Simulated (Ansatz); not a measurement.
Method: DFT PBE, scalar-relativistic, plane waves, PAW (Ansatz). Settings: cutoff 420 eV, Γ-centred meshes spaced at most about 0.3 Å⁻¹, and about 0.25 Å⁻¹ or finer for metals (2π included), Gaussian smearing. No spin polarisation.

These are static total energies at zero pressure.

Two relaxed structures of CdSe4:

A.

```
Cd Se
1.0
     6.59882    0.00000    0.00000
     0.00000    5.61073    0.00000
    -2.27322    0.00000    8.08785
Cd Se
2 8
Direct
  0.00000 0.50000 0.50000
  0.00000 0.00000 0.00000
  0.66953 0.42958 0.08503
  0.33047 0.57042 0.91497
  0.20048 0.19557 0.80378
  0.79952 0.80443 0.19622
  0.33047 0.92958 0.41497
  0.66953 0.07042 0.58503
  0.79952 0.69557 0.69622
  0.20048 0.30443 0.30379
```

B.

```
Cd Se
1.0
    -2.52501    2.52501    5.45508
     2.52501   -2.52501    5.45508
     2.52501    2.52501   -5.45508
Cd Se
1 4
Direct
  0.50000 0.50000 0.00000
  0.35403 0.85403 0.50000
  0.85403 0.35403 0.50000
  0.64597 0.14597 0.50000
  0.14597 0.64597 0.50000
```

Task: Which would you expect to be lower, and how large is the difference?

Result: A is lower, by 109 meV/atom. A has space group P2_1/c (No. 14), 29.9 Å³/atom and a gap of 0.68 eV on its mesh; B has space group I4/mmm (No. 139), 27.8 Å³/atom and no gap. Counting Se atoms around Cd (those within 1.25 times the shortest such distance or 1.15 times the sum of covalent radii, 1.27 where that leaves under three; a plus sign parts nearer from farther groups), A has Cd 2+2 and B has Cd 8. A holds Se–Se units of three or more atoms (shortest 2.37 Å); B holds Se–Se pairs (shortest 2.27 Å). The lower one is the more open, so pressure narrows the difference. In A, around Cd lie 2 Se at 2.62 Å and 2 Se at 3.06 Å; Se on its first site has 2 Se at 2.37–2.44 Å; around Se on its second site lie 1 Se at 2.37 Å and 1 Cd at 2.62 Å. In B, around Cd lie 8 Se at 2.99 Å; Se has 1 Se at 2.27 Å and 2 Cd at 2.99 Å. Both come from invented guesses.

Kohn–Sham gaps at this level usually fall short of measured ones. Cells relaxed within their symmetry can be saddle points.
